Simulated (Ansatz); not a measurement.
InP films: biaxial stress and wafer bow

Plane-wave DFT in Ansatz, PBE, scalar-relativistic PAW potentials, cutoff 420 eV, no spin-orbit coupling; no spin polarisation. InP in space group F-43m, strained equally along a and b of the conventional cell, with c and the atoms relaxed within the symmetry (a film with c along the normal). Stress is the in-plane mean, tension positive.

```tsv
strain (%)	stress (GPa)	E − E(0) (meV/atom)
-6.0	-6.12	57.0
-4.0	-3.83	24.4
-2.0	-1.81	5.9
+0.0	0.01	0.0
+2.0	1.59	5.3
+4.0	?	20.5
+6.0	4.18	43.9
```

Q: Fit the stress, get the biaxial modulus and predict the missing row.

A: A parabola through the given rows is σ = 0.01 + 0.856 ε -0.0270 ε² GPa (ε in %), so M = dσ/dε = 86 GPa at zero. It predicts 3.00 GPa at +4.0 %; the run gave 2.97 GPa. The miss is 0.03 GPa, so the fit holds. The negative square term means that the film is stiffer in compression than in tension. The energies check it: E/V = Mε² at small strain, and a cubic fit with V = 26.46 Å³/atom gives M = 85 GPa, in agreement.

Q: How much does a 50 nm film at -0.3 % strain bow a 300 mm Si(001) wafer 775 μm thick?

A: The fit, without its small constant, gives σ = -0.26 GPa. Stoney's formula, κ = 6σt_f/(M_s t_s²) with M_s = 180.5 GPa for Si(001) (literature), gives |κ| = 0.72×10⁻³ m⁻¹ and a bow κr²/2 = 8.1 μm at r = 150 mm, with the film side convex (compression pushes the centre up). This assumes a single-crystal or fully textured, unrelaxed film at 0 K.

Cost: about 6.4 core-minutes for the runs cited, on Arm Neoverse V2 (shared hosts).